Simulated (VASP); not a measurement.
# GaN (F-43m) in VASP: further runs

Runs on GaN. Level: PBE. Tasks: relaxation of cell and atoms.

Everything below comes from runs of VASP 6.6.1. Logs are shortened: lines on timing, memory, paths and dates and some standing lists are left out, and cuts for length are marked.

## Step 1: The structure

Symmetry: F-43m, No. 216, cubic system. The conventional cell has a = 4.507 Å, b = 4.507 Å, c = 4.507 Å, α = 90.00°, β = 90.00°, γ = 90.00°. Ga (site symmetry -43m) has 4 N at 1.95 Å as nearest neighbours. N (site symmetry -43m) is surrounded by 4 Ga at 1.95 Å.

The cell is a database's computed one.

## Step 2: Relaxation of cell and atoms, PBE

INCAR reads:

```
PREC = Accurate
ENCUT = 520
EDIFF = 1E-7
ISMEAR = 0
SIGMA = 0.02
LREAL = F
LASPH = T
NELM = 60
ALGO = Fast
ISIF = 3
LWAVE = F
LCHARG = F
GGA = PE
IBRION = 2
NSW = 80
EDIFFG = -0.002
```

KPOINTS reads:

```
Automatic mesh
0
Gamma
  2 2 2
```

POSCAR reads:

```
GaN
1.0
    0.0000000000      2.2535006100      2.2535006100
    2.2535006100      0.0000000000      2.2535006100
    2.2535006100      2.2535006100      0.0000000000
Ga N
1 1
Direct
    0.0000000000      0.0000000000      0.0000000000
    0.7500000000      0.7500000000      0.7500000000
```

Potentials or basis: VASP PAW PBE potentials, release 64 (Ga_d, N).

Started as:

```bash
$ cat potpaw_PBE.64/Ga_d/POTCAR potpaw_PBE.64/N/POTCAR > POTCAR
$ mpirun -np 1 vasp_std > vasp.out
```

OUTCAR:

```text
PREC = Accurate
   ENCUT = 520
   EDIFF = 1E-7
   ISMEAR = 0
   LREAL = F
   LASPH = T
   NELM = 60
   ISIF = 3
   GGA = PE
   IBRION = 2
   NSW = 80
   EDIFFG = -0.002

 ion  position               nearest neighbor table
   1  0.000  0.000  0.000-   2 1.95   2 1.95   2 1.95   2 1.95
   2  0.750  0.750  0.750-   1 1.95   1 1.95   1 1.95   1 1.95

  LATTYP: Found a face centered cubic cell.
 ALAT       =     4.5070012200

  Lattice vectors:

 A1 = (   0.0000000000,   2.2535006100,   2.2535006100)
 A2 = (   2.2535006100,   0.0000000000,   2.2535006100)
 A3 = (   2.2535006100,   2.2535006100,   0.0000000000)

Analysis of symmetry for initial positions (statically):
=====================================================================
 Subroutine PRICEL returns:
 Original cell was already a primitive cell.

 Routine SETGRP: Setting up the symmetry group for a
 face centered cubic supercell.

 Subroutine GETGRP returns: Found 24 space group operations
 (whereof 24 operations were pure point group operations)
 out of a pool of 48 trial point group operations.

The static configuration has the point symmetry T_d .

Analysis of symmetry for dynamics (positions and initial velocities):
=====================================================================
 Subroutine PRICEL returns:
 Original cell was already a primitive cell.

 Routine SETGRP: Setting up the symmetry group for a
 face centered cubic supercell.

 Subroutine GETGRP returns: Found 24 space group operations
 (whereof 24 operations were pure point group operations)
 out of a pool of 48 trial point group operations.

The dynamic configuration has the point symmetry T_d .

 Subroutine INISYM returns: Found 24 space group operations
 (whereof 24 operations are pure point group operations),
 and found     1 'primitive' translations

----------------------------------------------------------------------------------------

                                     Primitive cell

  volume of cell :      22.8877

  direct lattice vectors                    reciprocal lattice vectors
     0.000000000  2.253500610  2.253500610    -0.221877020  0.221877020  0.221877020
     2.253500610  0.000000000  2.253500610     0.221877020 -0.221877020  0.221877020
     2.253500610  2.253500610  0.000000000     0.221877020  0.221877020 -0.221877020

  length of vectors
     3.186931125  3.186931125  3.186931125     0.384302272  0.384302272  0.384302272

  position of ions in fractional coordinates (direct lattice)
     0.000000000  0.000000000  0.000000000
     0.750000000  0.750000000  0.750000000

  ion indices of the primitive-cell ions
   primitive index   ion index
                 1           1
                 2           2

----------------------------------------------------------------------------------------

 KPOINTS: Automatic mesh

Automatic generation of k-mesh.
 Grid dimensions read from file:
 generate k-points for:    2    2    2

 Generating k-lattice:

  Cartesian coordinates                     Fractional coordinates (reciprocal lattice)
    -0.110938510  0.110938510  0.110938510     0.500000000  0.000000000  0.000000000
     0.110938510 -0.110938510  0.110938510     0.000000000  0.500000000  0.000000000
     0.110938510  0.110938510 -0.110938510     0.000000000  0.000000000  0.500000000

  Length of vectors
     0.192151136  0.192151136  0.192151136

  Shift w.r.t. Gamma in fractional coordinates (k-lattice)
     0.000000000  0.000000000  0.000000000

 Subroutine IBZKPT returns following result:
 ===========================================

 Found      3 irreducible k-points:

 Following reciprocal coordinates:
            Coordinates               Weight
  0.000000  0.000000  0.000000      1.000000
  0.500000  0.000000  0.000000      4.000000
  0.500000  0.500000  0.000000      3.000000
   k-points           NKPTS =      3   k-points in BZ     NKDIM =      3   number of bands    NBANDS=     13
   number of dos      NEDOS =    301   number of ions     NIONS =      2
   total plane-waves  NPLWV =  13824
   dimension x,y,z NGX =    24 NGY =   24 NGZ =   24
   dimension x,y,z NGXF=    48 NGYF=   48 NGZF=   48
   ions per type =               1   1
   NGX,Y,Z   is equivalent  to a cutoff of  12.52, 12.52, 12.52 a.u.
   NGXF,Y,Z  is equivalent  to a cutoff of  25.04, 25.04, 25.04 a.u.
 SYSTEM =  unknown system
   PREC   = accura    normal or accurate (medium, high low for compatibility)
   ISTART =      0    job   : 0-new  1-cont  2-samecut
   ICHARG =      2    charge: 1-file 2-atom 10-const
   ISPIN  =      1    spin polarized calculation?
   LNONCOLLINEAR =      F non collinear calculations
   LSORBIT =      F    spin-orbit coupling
   LASPH  =      T    aspherical Exc in radial PAW
   ENCUT  =  520.0 eV  38.22 Ry    6.18 a.u.   5.93  5.93  5.93*2*pi/ulx,y,z
   NELM   =     60;   NELMIN=  2; NELMDL= -5     # of ELM steps
   EDIFF  = 0.1E-06   stopping-criterion for ELM
   LREAL  =      F    real-space projection
   EDIFFG = -.2E-02   stopping-criterion for IOM
   NSW    =     80    number of steps for IOM
   IBRION =      2    ionic relax: 0-MD 1-quasi-New 2-CG
   NFREE  =      1    steps in history (QN), initial steepest desc. (CG)
   ISIF   =      3    stress and relaxation
   ISYM   =      2    0-nonsym 1-usesym 2-fastsym
   POTIM  = 0.5000    time-step for ionic-motion
   TEBEG  =    0.0;   TEEND  =   0.0 temperature during run
   PSTRESS=    0.0 pullay stress
   NELECT =      18.0000    total number of electrons
   NUPDOWN=      -1.0000    fix difference up-down
   EMIN   =  10.00;   EMAX   =-10.00  energy-range for DOS
   EFERMI =   0.00;   METHOD = LEGACY
   ISMEAR =     0;   SIGMA  =   0.02  broadening in eV -4-tet -1-fermi 0-gaus
   EFERMI_NEDOS =   21; number of points for ismear=-14 and -15
   IALGO  =     68    algorithm
   IMIX   =      4    mixing-type and parameters
     AMIX     =   0.40;   BMIX     =  1.00
     AMIX_MAG =   1.60;   BMIX_MAG =  1.00
  volume/ion in A,a.u.               =      11.44        77.23
  Fermi-wavevector in a.u.,A,eV,Ry     =   1.511117  2.855596 31.068543  2.283473
  Thomas-Fermi vector in A             =   2.621216
   LORBIT       =      0    0 simple, 1 ext, 2 COOP (PROOUT), +10 PAW based schemes
   GGA     = PE    functional components
   LHFCALC =     F    Hartree Fock is set to
   AEXX    =    0.0000 exact exchange contribution
   IVDW    =     0    specifies the selected vdW correction
   LEPSILON=     F    determine dielectric tensor
   LRPA    =     F    only Hartree local field effects (RPA)
 conjugate gradient relaxation of ions
 non-spin polarized calculation
 RMM-DIIS sequential band-by-band and
 Gauss-broadening in eV      SIGMA  =   0.02
  energy-cutoff  :      520.00
  volume of cell :       22.89
 maximum number of plane-waves:       636
 NGX is ok and might be reduce to    24
   NGX = 11   NGY = 11   NGZ = 11

--------------------------------------- Ionic step        1  -------------------------------------------

 number of electron      18.0000004 magnetization

 Free energy of the ion-electron system (eV)
  ---------------------------------------------------
  ext. energy  EPLUGINS =         0.00000000
  ---------------------------------------------------
  free energy    TOTEN  =       -10.42110609 eV

  energy without entropy =      -10.42110609  energy(sigma->0) =      -10.42110609

------------------------ aborting loop because EDIFF is reached ----------------------------------------

  FORCE on cell =-STRESS in cart. coord.  units (eV):
  Direction    XX          YY          ZZ          XY          YZ          ZX
  --------------------------------------------------------------------------------------
  -------------------------------------------------------------------------------------
  Total        1.2211994      1.2211994      1.2211994      0.0000000      0.0000000      0.0000000
  in kB       85.4858304     85.4858304     85.4858304      0.0000000      0.0000000      0.0000000
  external PRESSURE =      85.4858304 kB  Pullay stress =       0.0000000 kB
[... 89 lines left out ...]
  FREE ENERGIE OF THE ION-ELECTRON SYSTEM (eV)
  ---------------------------------------------------
  free  energy   TOTEN  =       -10.4489209027 eV

  energy  without entropy=      -10.4489209027  energy(sigma->0) =      -10.44892090

[... ionic steps 4 to 10 ...]

--------------------------------------- Ionic step       11  -------------------------------------------

 number of electron      17.9999982 magnetization

------------------------ aborting loop because EDIFF is reached ----------------------------------------

  FORCE on cell =-STRESS in cart. coord.  units (eV):
  Direction    XX          YY          ZZ          XY          YZ          ZX
  --------------------------------------------------------------------------------------
  -------------------------------------------------------------------------------------
  Total        0.0070305      0.0070305      0.0070305     -0.0000000     -0.0000000      0.0000000
  in kB        0.4700905      0.4700905      0.4700905     -0.0000000     -0.0000000      0.0000000
  external PRESSURE =       0.4700905 kB  Pullay stress =       0.0000000 kB
[... 57 lines left out ...]
  energy  without entropy=      -10.4489200728  energy(sigma->0) =      -10.44892007

--------------------------------------- Ionic step       13  -------------------------------------------

 number of electron      17.9999982 magnetization

 Free energy of the ion-electron system (eV)
  ---------------------------------------------------
  ext. energy  EPLUGINS =         0.00000000
  ---------------------------------------------------
  free energy    TOTEN  =       -10.44892141 eV

  energy without entropy =      -10.44892141  energy(sigma->0) =      -10.44892141

 E-fermi :   5.5673     XC(G=0): -11.2621

 val. band max:        5.4267756986   @ k =   0.0000   0.0000   0.0000
 cond. band min:       6.6042448998   @ k =   0.0000   0.0000   0.0000
 fundamental gap:      1.1774692011
 Fermi energy:         5.5673449743

 k-point     1 :       0.0000    0.0000    0.0000
  band No.  band energies     occupation
      1     -10.2916      2.00000
      2      -8.6936      2.00000
      3      -8.6936      2.00000
      4      -8.6936      2.00000
      5      -8.4417      2.00000
      6      -8.4417      2.00000
      7       5.4268      2.00000
      8       5.4268      2.00000
      9       5.4268      2.00000
     10       6.6042      0.00000
     11      14.8581      0.00000
     12      14.8581      0.00000
     13      14.8581      0.00000

 k-point     2 :       0.5000    0.0000    0.0000
  band No.  band energies     occupation
      1      -9.7331      2.00000
      2      -8.6239      2.00000
      3      -8.6239      2.00000
      4      -8.3984      2.00000
      5      -8.3984      2.00000
      6      -6.8706      2.00000
      7      -1.6670      2.00000
      8       4.4560      2.00000
      9       4.4560      2.00000
     10       9.3611      0.00000
     11      13.8051      0.00000
     12      14.9980      0.00000
     13      14.9980      0.00000

 k-point     3 :       0.5000    0.5000    0.0000
  band No.  band energies     occupation
      1      -9.6572      2.00000
      2      -8.6251      2.00000
      3      -8.4424      2.00000
      4      -8.4424      2.00000
      5      -8.3753      2.00000
      6      -6.3372      2.00000
      7      -0.8578      2.00000
      8       2.7257      2.00000
      9       2.7257      2.00000
     10       8.2759      0.00000
     11      11.3784      0.00000
     12      16.7335      0.00000
     13      18.6173      0.00000
[... 27 lines left out ...]
  FREE ENERGIE OF THE ION-ELECTRON SYSTEM (eV)
  ---------------------------------------------------
  free  energy   TOTEN  =       -10.4489214113 eV

  energy  without entropy=      -10.4489214113  energy(sigma->0) =      -10.44892141

 reached required accuracy - stopping structural energy minimisation
```

Wall time 18 s (1 thread of AMD EPYC 7R43 (Zen 3), shared host); peak memory 0.1 GiB.

Results:

```
Free energy                            : -10.4489 eV
Relaxed volume                         : 11.98 Å³/atom
Relaxed cell                           : a = 3.236 Å, b = 3.236 Å, c = 3.236 Å, α = 60.00°, β = 60.00°, γ = 60.00°
Space group after relaxing (to 0.05 Å) : F-43m (No. 216)
Energy gained by relaxing              : 13.9 meV/atom
Ionic steps                            : 13
Pressure after relaxing                : 0.0 GPa
Band gap on the k mesh                 : 1.18 eV, direct
```

Step by step:
```
step  energy change (eV)  largest force (eV/Å)  pressure (GPa)  volume (Å³)
   1              0.0000                0.0000            8.55        22.89
   2             -0.0077                0.0000           -6.26        24.97
   3             -0.0278                0.0000           -0.03        23.98
   4             -0.0278                0.0000            0.17        23.96
   5             -0.0278                0.0000            0.08        23.96
   6             -0.0278                0.0000            0.07        23.96
   7             -0.0278                0.0000            0.10        23.96
   8             -0.0278                0.0000            0.10        23.96
   9             -0.0278                0.0000            0.10        23.96
  10             -0.0278                0.0000            0.10        23.96
  11             -0.0278                0.0000            0.05        23.96
  12             -0.0278                0.0000            0.05        23.96
  13             -0.0278                0.0000            0.02        23.97
```

Final structure:
```cif
data_structure
_symmetry_space_group_name_H-M 'P 1'
_symmetry_Int_Tables_number 1
_cell_length_a 3.2363
_cell_length_b 3.2363
_cell_length_c 3.2363
_cell_angle_alpha 60.000
_cell_angle_beta 60.000
_cell_angle_gamma 60.000
_cell_volume 23.97
loop_
_atom_site_label
_atom_site_type_symbol
_atom_site_fract_x
_atom_site_fract_y
_atom_site_fract_z
_atom_site_occupancy
Ga1 Ga 0.00000 0.00000 0.00000 1
N1 N 0.75000 0.75000 0.75000 1
```

Levels at points of the mesh, in eV from the valence-band top:
| k point | band 6 | band 7 | band 8 | band 9 | band 10 | band 11 | band 12 | band 13 |
| --- | --- | --- | --- | --- | --- | --- | --- | --- |
| (0.00, 0.00, 0.00) | -13.87 | 0.00 | 0.00 | 0.00 | 1.18 | 9.43 | 9.43 | 9.43 |
| (0.50, 0.00, 0.00) | -12.30 | -7.09 | -0.97 | -0.97 | 3.93 | 8.38 | 9.57 | 9.57 |
| (0.50, 0.50, 0.00) | -11.76 | -6.28 | -2.70 | -2.70 | 2.85 | 5.95 | 11.31 | 13.19 |

Caveat: the k mesh is coarse (spacing up to 1.21 Å⁻¹), so the values aren't converged.

## Step 3: Relaxation of cell and atoms, PBE

This run uses another cell than the first one, of 11.98 Å³/atom, 1.047 times its volume.

INCAR is that of step 2.

KPOINTS is that of step 2.

POSCAR reads:

```
GaN                                     
1.0
    0.0000000000      2.2884082680      2.2884082680
    2.2884082680     -0.0000000000      2.2884082680
    2.2884082680      2.2884082680     -0.0000000000
  Ga              N             
     1     1
Direct
     0.0000000000000000    1.0000000000000000    1.0000000000000000
     0.7500000000000000    0.7500000000000000    0.7500000000000000
```

Potentials or basis: VASP PAW PBE potentials, release 64 (Ga_d, N).

Started as:

```bash
$ cat potpaw_PBE.64/Ga_d/POTCAR potpaw_PBE.64/N/POTCAR > POTCAR
$ mpirun -np 1 vasp_std > vasp.out
```

Run time: 5.7 s. Hardware: 1 thread of AMD EPYC 7R43 (Zen 3), shared host; peak memory 0.1 GiB.

Results (log left out):

| Item | Value |
| --- | --- |
| Free energy | -10.4493 eV |
| Relaxed volume | 11.99 Å³/atom |
| Relaxed cell | a = 3.237 Å, b = 3.237 Å, c = 3.237 Å, α = 60.00°, β = 60.00°, γ = 60.00° |
| Space group after relaxing (to 0.05 Å) | F-43m (No. 216) |
| Energy gained by relaxing | 0.0 meV/atom |
| Ionic steps | 3 |
| Pressure after relaxing | 0.0 GPa |
| Band gap on the k mesh | 1.17 eV, direct |

Final structure:
```
Ga N
1.0
     0.00000    2.28871    2.28871
     2.28871    0.00000    2.28871
     2.28871    2.28871    0.00000
Ga N
1 1
Direct
  0.00000 0.00000 0.00000
  0.75000 0.75000 0.75000
```

Levels at points of the mesh, in eV from the valence-band top:
| k point | band 5 | band 6 | band 7 | band 8 | band 9 | band 10 | band 11 | band 12 | band 13 |
| --- | --- | --- | --- | --- | --- | --- | --- | --- | --- |
| (0.00, 0.00, 0.00) | -13.87 | -13.87 | 0.00 | 0.00 | 0.00 | 1.17 | 9.43 | 9.43 | 9.43 |
| (0.50, 0.00, 0.00) | -13.83 | -12.30 | -7.09 | -0.97 | -0.97 | 3.93 | 8.38 | 9.57 | 9.57 |
| (0.50, 0.50, 0.00) | -13.80 | -11.76 | -6.28 | -2.70 | -2.70 | 2.85 | 5.95 | 11.30 | 13.19 |

Caveat: the k mesh is coarse (spacing up to 1.19 Å⁻¹), so the values aren't converged.
